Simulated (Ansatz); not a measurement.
input.yaml

```yaml
crystal:
  lattice:
    - [0.0, 2.71285368, 2.71285368]
    - [2.71285368, 0.0, 2.71285368]
    - [2.71285368, 2.71285368, 0.0]
  atoms:
    - { symbol: Mg, position: [0.0, 0.0, 0.0] }
    - { symbol: Se, position: [0.5, 0.5, 0.5] }
basis:
  ecutwfc: 420
kpoints:
  mp_grid: { grid: [8, 8, 8] }
hamiltonian:
  xc: lda
scf:
  occupations: { method: gaussian, width: 0.02 }
output:
  forces: true
  stress: true
  eigenvalues: true
```

Command:
```bash
ansatz run input.yaml --threads 1 --pin off --max-ram 1331MiB --backend cpu --events-out ev --progress --plain --runs-dir out
```

The calculation used DFT LDA, scalar-relativistic, plane waves, PAW (Ansatz).

From the run's log, abridged (final results; tables in files aren't shown):

```
SCF 1 converged in 6 iterations: F = -7287.444394 eV  dr2 = 4.50e-9
SCF converged after 6 iterations
Free energy (F): -7287.444394 eV
Harris-Foulkes:  -7287.444394 eV  (|F-HF|=6.41e-10)
Internal energy: -7287.444394 eV  (E = F + TS)
E sigma→0 (E₀):  -7287.444394 eV
Fermi energy:    8.530634 eV
--- Per-component energies (eV) ---
  E_band       = -703.219465
  E_kinetic    = 198.194227
  E_local      = -3811.902229  (includes V_loc(G=0)·N_el)
  E_nonlocal   = -494.118447
  E_hartree    = 1678.718188
  E_xc         = -134.177292
  E_vxc        = -138.262002  (∫ρ·V_xc dr)
  E_paw        = -2097.871233  (= ΣΔE_a)
  E_vpaw       = 185.430875  (= ΣTr[D̂ρ^β])
  E_aug_tail   = -0.000614  (compensation charges beyond the density's cutoff)
  E_ewald      = -2628.654837
  E_core_change = 2.367842  (= ΣΔE_core)
  E_smearing   =  0.000000  (= −TS)
--- Forces (eV/Å), atoms counted from 1 ---
  atom   1  Mg     0.00000000     0.00000000     0.00000000
  atom   2  Se     0.00000000     0.00000000     0.00000000
--- Stress (GPa, compression-positive) ---
       -1.262667       0.000000       0.000000
        0.000000      -1.262667       0.000000
        0.000000       0.000000      -1.262667
  P = ⅓ Tr σ = -1.2627 GPa (-12.627 kbar)
--- Band table (eV; the first three rows and the last of 29) ---
  k-point 0: bands = ["-66.9036", "-38.7186", "-38.7186", "-38.7118", "-38.7118", "-38.7118", "-34.3291", "-34.3291", "-34.3291", "-5.3852", "7.6881", "7.6881", "7.6881", "10.1588", "15.0660", "15.0660", "15.0660"]
  k-point 1: bands = ["-66.9036", "-38.7186", "-38.7186", "-38.7118", "-38.7118", "-38.7118", "-34.3297", "-34.3291", "-34.3291", "-5.2490", "6.4272", "7.5845", "7.5845", "11.1525", "14.7453", "15.2939", "15.2939"]
  k-point 2: bands = ["-66.9036", "-38.7187", "-38.7187", "-38.7117", "-38.7116", "-38.7116", "-34.3311", "-34.3292", "-34.3292", "-4.8837", "4.5984", "7.3608", "7.3608", "11.7133", "14.7105", "14.7105", "15.4225"]
  k-point 28: bands = ["-66.9034", "-38.7186", "-38.7185", "-38.7116", "-38.7116", "-38.7111", "-34.3316", "-34.3316", "-34.3304", "-3.8730", "4.2970", "4.2970", "5.0640", "12.1719", "14.5923", "15.2271", "15.2271"]
```

The run converged.